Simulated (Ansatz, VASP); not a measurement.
## Two plane-wave programs on Sb

The input INCAR:

```
PREC = Accurate
ENCUT = 520
EDIFF = 1E-8
ISMEAR = -1
SIGMA = 0.05
LREAL = False
LASPH = True
NELM = 100
ALGO = Normal
ISIF = 2
LWAVE = False
LCHARG = False
GGA = PS
LEFG = True
NBANDS = 8
```

Contents of KPOINTS:

```
regular mesh
0
Gamma
  13 13 13
```

File POSCAR:

```
Sb
1.0
    3.1280786256      0.0000000000      0.0000000000
    0.0000000000      3.1280786256      0.0000000000
    0.0000000000      0.0000000000      3.1280786256
Sb
1
Direct
    0.0000000000      0.0000000000      0.0000000000
```

Input for Ansatz:

```yaml
crystal:
  lattice:
    - [3.1280786256, 0.0, 0.0]
    - [0.0, 3.1280786256, 0.0]
    - [0.0, 0.0, 3.1280786256]
  atoms:
    - { symbol: Sb, position: [0.0, 0.0, 0.0] }
kpoints:
  mp_grid: { grid: [13, 13, 13] }
scf:
  occupations: { method: fermi_dirac, width: 0.05 }
hamiltonian:
  xc: pbesol
  pseudopotentials: { kind: paw }
output:
  forces: true
  stress: true
  eigenvalues: true
  efg: { contact_densities: true }
  write_density: true
  write_potential: true
  elf: true
  volumetric_format: npy
```

Change from the starting cell: volume scaled by 0.97, PAW files.

Alike in both runs: task electric field gradients; functional PBEsol; k mesh 13 × 13 × 13; occupations fermi-dirac, width 0.05 eV; no spin polarisation.

```csv
,VASP,Ansatz
version,VASP 6.6.1,Ansatz 0.2.0
potentials or method,"VASP PAW PBE potentials, release 64 (Sb)","PAW with Ansatz's default frozen-core files, scalar-relativistic"
plane-wave cutoff (eV),520,420
valence electrons in the cell,5,15
```

Ansatz gave:

| Item | Value |
| --- | --- |
| pressure (GPa) | -3.6 |
| Vzz of the field gradient on the site that differs most (V/Å²) | 0.0 |

Question: Which values does VASP return?

Answer: Pressure (GPa): -3.5; Vzz of the field gradient on the site that differs most (V/Å²): 0.0.

The two sets of potentials don't hold the same shells in valence. Ansatz warned: «gradients_without_spin_orbit».

Caveats: the PAW data sets were made with another functional, which shifts forces and pressure a little (VASP). The runs have no spin-orbit coupling, so splittings on Sb are missing.
